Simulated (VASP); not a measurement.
Runs of VASP 6.6.1 on Sr. It takes space group I4_1/amd (No. 141, tetragonal). Conventional cell: a = 7.413 Å, b = 7.413 Å, c = 4.042 Å, α = 90.00°, β = 90.00°, γ = 90.00°. Sr (site symmetry -4m2) is surrounded by 6 Sr at 3.84 to 4.04 Å. This isn't the form of Sr at room conditions, which is fcc.

```csv
level,gap on the mesh (eV),pressure (GPa),relaxed volume (Å³/atom)
PBE+D4,none,0.0,52.97
PBE+rVV10,none,0.0,54.00
PBE+TS,none,0.0,41.39
PBE+D3,none,0.0,(a)
PBE+D2,none,0.0,(b)
```

Alike in all rows: task relaxation of cell and atoms; potentials or basis VASP PAW PBE potentials, release 64 (Sr_sv); no spin polarisation; cell relaxed; k mesh 8 × 8 × 8; cutoff (eV) 600; smearing fermi-dirac 0.05 eV.

Q: Estimate the missing entries.

A: (a) 52.71; (b) 46.06.

Caveats: pairwise dispersion overbinds metals, which lowers pressure and volume; atom-pairwise D2, TS and ULG terms overbind metals (some runs); the volume moved by over 15 % at a fixed basis, so the end points are rough (some runs).

A k mesh can miss the band edges, and the runs leave out spin-orbit coupling on Sr.

A gap of «none» marks a metal or a gap under the smearing width.
